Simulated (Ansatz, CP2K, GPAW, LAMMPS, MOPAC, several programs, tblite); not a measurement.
# KCl from cheap methods to r2SCAN

How much accuracy does each second buy? KCl is computed with 12 methods, from the cheapest up to r2SCAN.

Computed with LAMMPS, MOPAC, tblite, CP2K, GPAW, Ansatz (versions at each run) (no spin polarisation, static lattice; gaps from single points on the cell relaxed beforehand with r²SCAN, unless a step's input says otherwise).

1 further run of the same task is left out (set aside as unsound or not needed).

## Step 1: The starting structure

The structure is hexagonal, space group P6_3/mmc (No. 194). The conventional cell has a = 4.340 Å, b = 4.340 Å, c = 7.636 Å, α = 90.00°, β = 90.00°, γ = 120.00°. K (site symmetry -3m) has 6 Cl at 3.15 Å as nearest neighbours. Cl (site symmetry -6m2) is surrounded by 6 K at 3.15 Å.

Coordinates:

```cif
data_structure
_symmetry_space_group_name_H-M 'P6_3/mmc'
_symmetry_Int_Tables_number 194
_cell_length_a 4.3401
_cell_length_b 4.3401
_cell_length_c 7.6360
_cell_angle_alpha 90.000
_cell_angle_beta 90.000
_cell_angle_gamma 120.000
_cell_volume 124.56
loop_
_atom_site_label
_atom_site_type_symbol
_atom_site_symmetry_multiplicity
_atom_site_Wyckoff_symbol
_atom_site_fract_x
_atom_site_fract_y
_atom_site_fract_z
_atom_site_occupancy
K1 K 2 a 0.00000 0.00000 0.00000 1
Cl1 Cl 2 c 0.33333 0.66667 0.25000 1
```

The structure type (NiAs) is imposed and need not be the compound's stable one.

**Question.** The methods are ffield.eim, PM6, PM7, GFN1-xTB (tblite), GFN2-xTB (tblite), PBE/DZVP, PBE/single-zeta, PBE/SZV, coarse PBE, GLLB-SC, PBE, r2SCAN. What gap does r2SCAN give on this cell, and which other methods (full PBE left aside) come nearest to r2SCAN and farthest in gap, volume and bulk modulus?

| quantity | value |
| --- | --- |
| r2SCAN | gap 5.76 eV, 31.14 Å³/atom, B₀ 19 GPa |
| gap: nearest and farthest of the other methods | coarse PBE (-0.63 eV), PM7 (+6.24 eV) |
| volume: nearest and farthest of the other methods | PM7 (+0.3 %), PBE/SZV (+7.3 %) |
| bulk modulus: nearest and farthest of the other methods | PBE/SZV (+4 %), ffield.eim (+577 %) |

**Reading.** For the gap, of the 9 methods compared (full PBE left aside), coarse PBE comes nearest to r2SCAN and PM7 is farthest. For the volume, of the 6 methods compared (full PBE left aside), PM7 comes nearest to r2SCAN and PBE/SZV is farthest. For the bulk modulus, of the 6 methods compared (full PBE left aside), PBE/SZV comes nearest to r2SCAN and ffield.eim is farthest. A minimal basis or a coarse cutoff and mesh shifts results by its own error, so closeness to r2SCAN can be chance. Cluster runs see only the k-points that fold onto the zone centre, so their gaps can miss the band edges. GLLB-SC is compared with its derivative discontinuity added. No volume is given for PM6, GFN1-xTB (tblite), PBE/single-zeta, which can hide a larger miss. CPU times run from 0.1 s (ffield.eim) to 95 s (PBE/single-zeta). On this cell PBE/single-zeta, GLLB-SC cost more than r2SCAN itself (19 s), so they are no saving here. r2SCAN is a yardstick, not the truth: it usually gives gaps below the measured ones.
